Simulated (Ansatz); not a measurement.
BaS built on the CsCl prototype, relaxed with r2SCAN in the PAW code Ansatz. It is cubic, Pm-3m (No. 221); a = 3.834 Å in the conventional setting, 28.17 Å³ an atom. Around Ba lie 8 S at 3.32 Å; around S lie 8 Ba at 3.32 Å.

The axes x, y and z are those of this cell:
```
Ba S
1.0
     3.83376    0.00000    0.00000
     0.00000    3.83376    0.00000
     0.00000    0.00000    3.83376
Ba S
1 1
Direct
  0.00000 0.00000 0.00000
  0.50000 0.50000 0.50000
```

Unstrained: PBE gives an indirect gap of 1.564 eV, from M to Γ; the least direct gap is 1.638 eV at Γ. r2SCAN gives an indirect gap of 1.926 eV, from M to Γ; the least direct gap is 1.995 eV at Γ. HSE06 gives an indirect gap of 2.453 eV, from M to Γ; the least direct gap is 2.548 eV at Γ. Meshes: PBE 6×6×6, r2SCAN 6×6×6, HSE06 4×4×4. Strains are changes of length per length. After each strain the atoms were relaxed again with r2SCAN in this cell and within any symmetry left, so distortions that break it or need a larger cell weren't tested; points keep the names that they have in the unstrained zone. The cell comes from a prototype generator: it can be a known phase or a hypothetical one. Spin polarisation is off.

Question: Apply uniaxial +1.48 % along z, other directions held. How far does the gap move, against the unstrained cell?

Answer: PBE: the gap goes from 1.564 to 1.539 eV (-0.025 eV). r2SCAN: the gap goes from 1.926 to 1.898 eV (-0.028 eV). HSE06: the gap goes from 2.453 to 2.424 eV (-0.030 eV). The r2SCAN energy rises by 2.3 meV an atom.

Question: Estimate what epitaxial -2.86 % in the xy plane, free normal strain +0.69 % does to the gap.

Answer: PBE: the gap goes from 1.564 to 1.363 eV (-0.201 eV). r2SCAN: the gap goes from 1.926 to 1.725 eV (-0.201 eV). HSE06: the gap goes from 2.453 to 2.240 eV (-0.213 eV). The r2SCAN energy rises by 20.8 meV an atom.

Question: One strain changed the r2SCAN stress by xx +0.52, yy +0.52, zz +0.52 GPa (compression positive) and the gap by -0.014 eV (PBE), -0.012 eV (r2SCAN), -0.013 eV (HSE06). Which kind of strain was it, and roughly how large?

Answer: Isotropic -0.34 % on every length. The pattern of the stress gives the kind; the size needs the stiffness, so it is an estimate.

Spin-orbit coupling is left out.

The meshes of the hybrids are coarse, so their gaps aren't converged to the digits shown.
